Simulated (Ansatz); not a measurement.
# BaTiO3: the cost of one run

Method: DFT PBE, scalar-relativistic, plane waves, PAW, in Ansatz 0.2.0.

1 further run of the same task is left out (set aside as unsound or not needed).

## Step 1: Starting point

Symmetry: R3m, No. 160, trigonal system. Conventional cell: a = 5.726 Å, b = 5.726 Å, c = 7.069 Å, α = 90.00°, β = 90.00°, γ = 120.00°. Ba (site symmetry 3m) is surrounded by 12 O at 2.78 to 2.98 Å. Around Ti (site symmetry 3m) lie 6 O at 1.87 to 2.21 Å. Around O (site symmetry m) lie 2 Ti at 1.87 to 2.21 Å.

Coordinates:

```
Ba Ti O
1.0
     2.86307    1.65299    2.35630
    -2.86307    1.65299    2.35630
     0.00000   -3.30599    2.35630
Ba Ti O
1 1 3
Direct
  0.00495 0.00495 0.00495
  0.51919 0.51919 0.51919
  0.48839 0.48839 0.97777
  0.48839 0.97777 0.48839
  0.97777 0.48839 0.48839
```

This cell was relaxed beforehand with the same method: volume 13.38 Å³/atom, gap on the mesh 2.63 eV.

## Step 2: Static run: bands, density of states and charges

The input, input.yaml:

```yaml
crystal:
  lattice:
    - [2.863070668, 1.6529946209, 2.356300366]
    - [-2.863070668, 1.6529946209, 2.356300366]
    - [0.0, -3.3059892418, 2.356300366]
  atoms:
    - { symbol: Ba, position: [0.0049545184, 0.0049545184, 0.0049545184] }
    - { symbol: Ti, position: [0.5191875185, 0.5191875185, 0.5191875185] }
    - { symbol: O, position: [0.4883938476, 0.4883938476, 0.977770268] }
    - { symbol: O, position: [0.4883938476, 0.977770268, 0.4883938476] }
    - { symbol: O, position: [0.977770268, 0.4883938476, 0.4883938476] }
basis:
  ecutwfc: 420
kpoints:
  mp_grid: { grid: [6, 6, 6] }
  band_path:
    path:
      - [[0.0, 0.0, 0.0], [0.5, 0.5, 0.5], [0.50524535, 0.49475465, 0.5]]
      - [[0.5, -0.49475465, 0.49475465], [0.5, 0.0, 0.0], [0.0, 0.0, 0.0], [0.49737732, -0.49737732, 0.0]]
      - [[0.50262268, 0.0, 0.49737732], [0.5, 0.0, 0.5], [0.0, 0.0, 0.0]]
    npoints: 14
hamiltonian:
  xc: pbe
scf:
  occupations: { method: gaussian, width: 0.02 }
  n_extra_bands: 12
output:
  forces: true
  stress: true
  eigenvalues: true
  populations: true
  dos: { projected: true, de: 0.02, nscf_kmesh: { grid: [9, 9, 9] } }
  bader: true
  write_density: true
  write_potential: true
  elf: true
  volumetric_format: npy
```

Run with:

```
$ ansatz run input.yaml --threads 1 --pin off --max-ram 2560MiB --backend cpu --events-out ev --progress --plain --runs-dir out
```

What time and memory should one allow on 1 thread of Arm Neoverse V1, shared host?

About 81 s, with a peak of 0.4 GiB.
